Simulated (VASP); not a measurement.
# MgO (Cm) in VASP: notebook

One crystal, MgO, is run at these levels: PBE; tasks: single point.

Everything below comes from runs of VASP 6.6.1. Logs are shortened: lines on timing, memory, paths and dates and some standing lists are left out, and cuts for length are marked.

## (1) The cell of the first run

Symmetry: Cm, No. 8, monoclinic system. The conventional cell has a = 5.730 Å, b = 3.308 Å, c = 4.983 Å, α = 90.00°, β = 91.15°, γ = 90.00°. Mg (site symmetry m) has 4 O at 1.97 to 1.99 Å as nearest neighbours. Mg (site symmetry m) is surrounded by 4 O at 1.96 to 1.99 Å. Around O (site symmetry m) lie 4 Mg at 1.96 to 1.99 Å. O (site symmetry m) has 4 Mg at 1.97 to 1.99 Å as nearest neighbours.

The cell comes from a database or a generator and needn't be the stable form of this composition.

## (2) Single point, PBE (strain -0.0200 x Voigt [0, 0, 0, 1, 0, 0], atoms carried along)

INCAR

```
SYSTEM = MgO
PREC = Accurate ; ENCUT = 520
EDIFF = 1E-6 ; ISMEAR = 0
SIGMA = 0.05 ; LREAL = .FALSE.
LASPH = .TRUE. ; NELM = 100
ALGO = Fast ; ISIF = 2
LWAVE = .FALSE. ; LCHARG = .FALSE.
GGA = PE ; NBANDS = 16
```

KPOINTS

```
regular mesh
0
G
  9 9 6
  0 0 0
```

POSCAR

```
MgO
1.0
    3.3077869865      0.0000000000      0.0000000000
   -1.6538934933      2.8646275606     -0.0286462756
    0.0000000000     -0.0498288167      4.9828816700
Mg O
2 2
Direct
    0.3333333333      0.6666666667      0.0021597400
    0.6666666667      0.3333333333      0.5021597400
    0.3333333333      0.6666666667      0.4024402600
    0.6666666667      0.3333333333      0.9024402600
```

Potentials or basis: VASP PAW PBE potentials, release 64 (Mg, O).

Command:

```
> cat potpaw_PBE.64/Mg/POTCAR potpaw_PBE.64/O/POTCAR > POTCAR
> mpirun -np 1 vasp_std > vasp.out
```

OUTCAR:

```text
SYSTEM = MgO
   PREC = Accurate
   ENCUT = 520
   EDIFF = 1E-6
   ISMEAR = 0
   LREAL = .FALSE.
   LASPH = .TRUE.
   NELM = 100
   ISIF = 2
   GGA = PE

 ion  position               nearest neighbor table
   1  0.333  0.667  0.002-   4 1.97   4 1.97   4 1.98   3 1.99   2 3.11   2 3.12   2 3.12   2 3.15
                             2 3.15   2 3.17
   2  0.667  0.333  0.502-   3 1.96   3 1.98   3 1.98   4 1.99   1 3.11   1 3.12   1 3.12   1 3.15
                             1 3.15   1 3.17
   3  0.333  0.667  0.402-   2 1.96   2 1.98   2 1.98   1 1.99
   4  0.667  0.333  0.902-   1 1.97   1 1.97   1 1.98   2 1.99

  LATTYP: Found a base centered monoclinic cell.
 ALAT       =     5.7295415768
 B/A-ratio  =     0.5773214038
 C/A-ratio  =     0.8697259180
 COS(beta)  =    -0.0199980002

  Lattice vectors:

 A1 = (   1.6538934932,   2.8646275606,  -0.0286462756)
 A2 = (  -1.6538934933,   2.8646275606,  -0.0286462756)
 A3 = (   0.0000000000,  -0.0498288167,   4.9828816700)

Analysis of symmetry for initial positions (statically):
=====================================================================
 Subroutine PRICEL returns:
 Original cell was already a primitive cell.

 Routine SETGRP: Setting up the symmetry group for a
 base centered monoclinic supercell.

 Subroutine GETGRP returns: Found  2 space group operations
 (whereof  2 operations were pure point group operations)
 out of a pool of  4 trial point group operations.

The static configuration has the point symmetry C_1h.

Analysis of symmetry for dynamics (positions and initial velocities):
=====================================================================
 Subroutine PRICEL returns:
 Original cell was already a primitive cell.

 Routine SETGRP: Setting up the symmetry group for a
 base centered monoclinic supercell.

 Subroutine GETGRP returns: Found  2 space group operations
 (whereof  2 operations were pure point group operations)
 out of a pool of  4 trial point group operations.

The dynamic configuration has the point symmetry C_1h.

 Subroutine INISYM returns: Found  2 space group operations
 (whereof  2 operations are pure point group operations),
 and found     1 'primitive' translations

----------------------------------------------------------------------------------------

                                     Primitive cell

  volume of cell :      47.2110

  direct lattice vectors                    reciprocal lattice vectors
     3.307786987  0.000000000  0.000000000     0.302316928  0.174560216  0.001745602
    -1.653893493  2.864627561 -0.028646276     0.000000000  0.349120431  0.003491204
     0.000000000 -0.049828817  4.982881670     0.000000000  0.002007072  0.200707156

  length of vectors
     3.307786987  3.307911026  4.983130808     0.349098612  0.349137887  0.200717191

  position of ions in fractional coordinates (direct lattice)
     0.333333333  0.666666667  0.002159740
     0.666666667  0.333333333  0.502159740
     0.333333333  0.666666667  0.402440260
     0.666666667  0.333333333  0.902440260

  ion indices of the primitive-cell ions
   primitive index   ion index
                 1           1
                 2           2
                 3           3
                 4           4

----------------------------------------------------------------------------------------

 KPOINTS: regular mesh

Automatic generation of k-mesh.
 Grid dimensions read from file:
 generate k-points for:    9    9    6

 Generating k-lattice:

  Cartesian coordinates                     Fractional coordinates (reciprocal lattice)
     0.033590770  0.019395580  0.000193956     0.111111111  0.000000000  0.000000000
     0.000000000  0.038791159  0.000387912     0.000000000  0.111111111  0.000000000
     0.000000000  0.000334512  0.033451193     0.000000000  0.000000000  0.166666667

  Length of vectors
     0.038788735  0.038793099  0.033452865

  Shift w.r.t. Gamma in fractional coordinates (k-lattice)
     0.000000000  0.000000000  0.000000000

 Subroutine IBZKPT returns following result:
 ===========================================

 Found    140 irreducible k-points:

 Following reciprocal coordinates:
            Coordinates               Weight
  0.000000  0.000000  0.000000      1.000000
  0.111111 -0.000000  0.000000      4.000000
  0.222222 -0.000000  0.000000      4.000000
  0.333333  0.000000 -0.000000      4.000000
  0.444444 -0.000000  0.000000      4.000000
  0.000000  0.111111 -0.000000      2.000000
[... 16 lines left out ...]
  0.333333  0.333333 -0.000000      2.000000
  0.000000  0.444444 -0.000000      2.000000
 [... further k-points ...]
   k-points           NKPTS =    140   k-points in BZ     NKDIM =    140   number of bands    NBANDS=     16
   number of dos      NEDOS =    301   number of ions     NIONS =      4
   total plane-waves  NPLWV =  31360
   dimension x,y,z NGX =    28 NGY =   28 NGZ =   40
   dimension x,y,z NGXF=    56 NGYF=   56 NGZF=   80
   ions per type =               2   2
   NGX,Y,Z   is equivalent  to a cutoff of  14.07, 14.07, 13.34 a.u.
   NGXF,Y,Z  is equivalent  to a cutoff of  28.15, 28.14, 26.69 a.u.
 SYSTEM =  MgO
   PREC   = accura    normal or accurate (medium, high low for compatibility)
   ISTART =      0    job   : 0-new  1-cont  2-samecut
   ICHARG =      2    charge: 1-file 2-atom 10-const
   ISPIN  =      1    spin polarized calculation?
   LNONCOLLINEAR =      F non collinear calculations
   LSORBIT =      F    spin-orbit coupling
   LASPH  =      T    aspherical Exc in radial PAW
   ENCUT  =  520.0 eV  38.22 Ry    6.18 a.u.   6.15  6.15  9.27*2*pi/ulx,y,z
   NELM   =    100;   NELMIN=  2; NELMDL= -5     # of ELM steps
   EDIFF  = 0.1E-05   stopping-criterion for ELM
   LREAL  =      F    real-space projection
   EDIFFG = 0.1E-04   stopping-criterion for IOM
   NSW    =      0    number of steps for IOM
   IBRION =     -1    ionic relax: 0-MD 1-quasi-New 2-CG
   NFREE  =      0    steps in history (QN), initial steepest desc. (CG)
   ISIF   =      2    stress and relaxation
   ISYM   =      2    0-nonsym 1-usesym 2-fastsym
   POTIM  = 0.5000    time-step for ionic-motion
   TEBEG  =    0.0;   TEEND  =   0.0 temperature during run
   PSTRESS=    0.0 pullay stress
   NELECT =      16.0000    total number of electrons
   NUPDOWN=      -1.0000    fix difference up-down
   EMIN   =  10.00;   EMAX   =-10.00  energy-range for DOS
   EFERMI =   0.00;   METHOD = LEGACY
   ISMEAR =     0;   SIGMA  =   0.05  broadening in eV -4-tet -1-fermi 0-gaus
   EFERMI_NEDOS =   21; number of points for ismear=-14 and -15
   IALGO  =     68    algorithm
   IMIX   =      4    mixing-type and parameters
     AMIX     =   0.40;   BMIX     =  1.00
     AMIX_MAG =   1.60;   BMIX_MAG =  1.00
  volume/ion in A,a.u.               =      11.80        79.65
  Fermi-wavevector in a.u.,A,eV,Ry     =   1.141390  2.156913 17.725262  1.302770
  Thomas-Fermi vector in A             =   2.278090
   LORBIT       =      0    0 simple, 1 ext, 2 COOP (PROOUT), +10 PAW based schemes
   GGA     = PE    functional components
   LHFCALC =     F    Hartree Fock is set to
   AEXX    =    0.0000 exact exchange contribution
   IVDW    =     0    specifies the selected vdW correction
   LEPSILON=     F    determine dielectric tensor
   LRPA    =     F    only Hartree local field effects (RPA)
 non-spin polarized calculation
 RMM-DIIS sequential band-by-band and
 Gauss-broadening in eV      SIGMA  =   0.05
  energy-cutoff  :      520.00
  volume of cell :       47.21
 maximum number of plane-waves:      1289
 NGX is ok and might be reduce to    28
   NGX = 13   NGY = 13   NGZ = 19

 number of electron      15.9999997 magnetization

 Free energy of the ion-electron system (eV)
  ---------------------------------------------------
  ext. energy  EPLUGINS =         0.00000000
  ---------------------------------------------------
  free energy    TOTEN  =       -23.51562260 eV

  energy without entropy =      -23.51562260  energy(sigma->0) =      -23.51562260

 E-fermi :   1.4275     XC(G=0):  -9.7443

 val. band max:        1.1637613965   @ k =   0.0000   0.0000   0.0000
 cond. band min:       4.6205546485   @ k =   0.0000   0.0000   0.0000
 fundamental gap:      3.4567932519
 Fermi energy:         1.4274933617

 k-point     1 :       0.0000    0.0000    0.0000
  band No.  band energies     occupation
      1     -15.1152      2.00000
      2     -14.3033      2.00000
      3      -2.1248      2.00000
      4       0.3702      2.00000
      5       0.3702      2.00000
      6       0.7088      2.00000
[... 8 lines left out ...]
     15      17.5734      0.00000
     16      17.5754      0.00000

 k-point     2 :       0.1111   -0.0000    0.0000
  band No.  band energies     occupation
      1     -15.0538      2.00000
      2     -14.2833      2.00000
      3      -2.0058      2.00000
      4       0.0702      2.00000
      5       0.2888      2.00000
      6       0.3459      2.00000
[... 8 lines left out ...]
     15      17.2937      0.00000
     16      17.5790      0.00000

 k-point     3 :       0.2222   -0.0000    0.0000
  band No.  band energies     occupation
      1     -14.8889      2.00000
      2     -14.2387      2.00000
      3      -1.6704      2.00000
      4      -0.7199      2.00000
      5      -0.2101      2.00000
      6       0.1178      2.00000
[... 8 lines left out ...]
     15      16.2317      0.00000
     16      16.5909      0.00000
[... 362 lines left out ...]
 k-point    23 :       0.3333    0.3333   -0.0000
  band No.  band energies     occupation
      1     -14.3014      2.00000
      2     -14.3009      2.00000
      3      -1.6234      2.00000
      4      -0.7980      2.00000
      5      -0.7969      2.00000
      6      -0.1639      2.00000
[... 8 lines left out ...]
     15      14.4423      0.00000
     16      18.0744      0.00000

 k-point    24 :       0.0000    0.4444   -0.0000
  band No.  band energies     occupation
      1     -14.5003      2.00000
      2     -14.2164      2.00000
      3      -1.9008      2.00000
      4      -1.0171      2.00000
      5      -0.6803      2.00000
      6      -0.1467      2.00000
[... 8 lines left out ...]
     15      15.2815      0.00000
     16      17.0542      0.00000

 [... further k-points ...]

------------------------ aborting loop because EDIFF is reached ----------------------------------------

  FORCE on cell =-STRESS in cart. coord.  units (eV):
  Direction    XX          YY          ZZ          XY          YZ          ZX
  --------------------------------------------------------------------------------------
  -------------------------------------------------------------------------------------
  Total        0.8521605      0.8502748      0.9261129     -0.0000000      0.4358678     -0.0000000
  in kB       28.9193894     28.8553953     31.4290790     -0.0000000     14.7918523     -0.0000000
  external PRESSURE =      29.7346212 kB  Pullay stress =       0.0000000 kB

 VOLUME and BASIS-vectors are now :
 -----------------------------------------------------------------------------
  energy-cutoff  :      520.00
  volume of cell :       47.21
      direct lattice vectors                 reciprocal lattice vectors
     3.307786987  0.000000000  0.000000000     0.302316928  0.174560216  0.001745602
    -1.653893493  2.864627561 -0.028646276     0.000000000  0.349120431  0.003491204
     0.000000000 -0.049828817  4.982881670     0.000000000  0.002007072  0.200707156

 POSITION                                       TOTAL-FORCE (eV/Angst)
 -----------------------------------------------------------------------------------
     -0.00000      1.90964     -0.00834        -0.000000      0.073007      0.009279
      1.65389      0.92985      2.49265        -0.000000      0.079494      0.009451
     -0.00000      1.88970      1.98621         0.000000     -0.079539     -0.009390
      1.65389      0.90991      4.48720         0.000000     -0.072962     -0.009340
 -----------------------------------------------------------------------------------
    total drift:                               -0.000000      0.000129      0.000661

  FREE ENERGIE OF THE ION-ELECTRON SYSTEM (eV)
  ---------------------------------------------------
  free  energy   TOTEN  =       -23.5156225951 eV

  energy  without entropy=      -23.5156225951  energy(sigma->0) =      -23.51562260
```

Run time: 70 s. Hardware: 1 thread of Intel Xeon Platinum 8488C (Sapphire Rapids), shared host; peak memory 0.24 GiB.

Results:

* Free energy: -23.5156 eV
* Pressure: 3.0 GPa
* Largest force: 0.080 eV/Å
* Band gap on the k mesh: 3.46 eV, direct

Forces on the atoms (eV/Å):
```
Mg   0.000  0.073  0.009
Mg   0.000  0.079  0.009
O    0.000 -0.080 -0.009
O    0.000 -0.073 -0.009
```

Levels at points of the mesh, in eV from the valence-band top:
| k point | band 6 | band 7 | band 8 | band 9 | band 10 | band 11 |
| --- | --- | --- | --- | --- | --- | --- |
| (0.00, 0.00, 0.00) | -0.45 | -0.45 | 0.00 | 3.46 | 8.51 | 10.34 |
| (0.00, 0.00, 0.50) | -0.65 | -0.61 | -0.61 | 5.97 | 5.97 | 13.22 |

Caveat: an odd mesh through Γ misses points on the zone boundary, where band edges often lie.

## (3) Single point, PBE (strain -0.0100 x Voigt [0, 0, 0, 1, 0, 0], atoms carried along)

INCAR

```
PREC = Accurate ; ENCUT = 520
EDIFF = 1E-7 ; ISMEAR = 0
SIGMA = 0.05 ; LREAL = False
LASPH = True ; NELM = 100
ALGO = Fast ; ISIF = 2
LWAVE = False ; LCHARG = False
GGA = PE ; NBANDS = 16
```

KPOINTS

```
regular mesh
0
Gamma
  9 9 6
```

Changes to POSCAR since step 2:

```diff
@@ -3,4 +3,4 @@
     3.3077869865      0.0000000000      0.0000000000
-   -1.6538934933      2.8646275606     -0.0286462756
-    0.0000000000     -0.0498288167      4.9828816700
+   -1.6538934933      2.8646275606     -0.0143231378
+    0.0000000000     -0.0249144084      4.9828816700
 Mg O
```

Potentials or basis: VASP PAW PBE potentials, release 64 (Mg, O).

Command:

```
> cat potpaw_PBE.64/Mg/POTCAR potpaw_PBE.64/O/POTCAR > POTCAR
> mpirun -np 1 vasp_std > vasp.out
```

Run time: 76 s. Hardware: 1 thread of Intel Xeon Platinum 8488C (Sapphire Rapids), shared host; peak memory 0.24 GiB.

It converged, with:

| Quantity | Value |
| --- | --- |
| Free energy | -23.5190 eV |
| Pressure | 3.0 GPa |
| Largest force | 0.040 eV/Å |
| Band gap on the k mesh | 3.46 eV, direct |

Forces in eV/Å, atoms in the order of the input:
```
Mg   0.000  0.037  0.009
Mg   0.000  0.039  0.008
O    0.000 -0.039 -0.008
O    0.000 -0.037 -0.008
```

Stress tensor (GPa, compression positive):
```
2.89 0.00 0.00
0.00 2.89 0.74
0.00 0.74 3.12
```

Levels at points of the mesh, in eV from the valence-band top:
```tsv
k point	band 5	band 6	band 7	band 8	band 9	band 10	band 11	band 12
(0.00, 0.00, 0.00)	-0.79	-0.45	-0.45	0.00	3.46	8.51	10.34	14.08
(0.00, 0.00, 0.50)	-0.63	-0.63	-0.61	-0.61	5.98	5.98	13.22	13.22
```

Caveat: an odd mesh through Γ misses points on the zone boundary, where band edges often lie.

(Part 1 of 2 ends here.)
